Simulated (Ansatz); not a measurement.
A run of Ansatz 0.2.0 is set up as follows.

File input.yaml:

```yaml
crystal:
  lattice:
    - [0.0, 2.877304, 2.877304]
    - [2.877304, 0.0, 2.877304]
    - [2.877304, 2.877304, 0.0]
  atoms:
    - { symbol: In, position: [0.5, 0.5, 0.5] }
    - { symbol: As, position: [0.0, 0.0, 0.0] }
hamiltonian:
  xc: blyp
  pseudopotentials: { kind: paw }
  dispersion: d4
kpoints:
  mp_grid: { grid: [8, 8, 8] }
scf:
  occupations: { method: fermi_dirac, width: 0.05 }
output:
  forces: true
  stress: true
  eigenvalues: true
  write_density: true
  write_potential: true
  elf: true
  volumetric_format: npy
relax:
  f_tol: 0.01
  max_steps: 40
  cell: { stress_tol: 0.05 }
```

Potentials or basis: Ansatz PAW.

Run with:

```console
$ ansatz run input.yaml --threads 2 --pin off --max-ram 5632MiB --backend cpu --events-out ev --progress --plain --runs-dir out
```

Q: Predict the relaxed cell.

A: a = 4.055 Å, b = 4.055 Å, c = 4.055 Å, α = 60.00°, β = 60.00°, γ = 60.00°.

Q: Predict the relaxed volume.

A: 23.57 Å³/atom.

Q: What does it give for the space group after relaxing (to 0.05 Å)?

A: Fm-3m (No. 225).

Q: What does it give for the band gap on the k mesh?

A: None (metal or under the smearing width).

Final structure:
```
In As
1.0
     0.00000    2.86702    2.86702
     2.86702    0.00000    2.86702
     2.86702    2.86702    0.00000
In As
1 1
Direct
  0.50000 0.50000 0.50000
  0.00000 0.00000 0.00000
```

Caveat: pairwise dispersion overbinds metals, which lowers pressure and volume; the PAW data sets come from PBE, with cores solved anew for the run's functional, which leaves a small shift of forces and pressure.
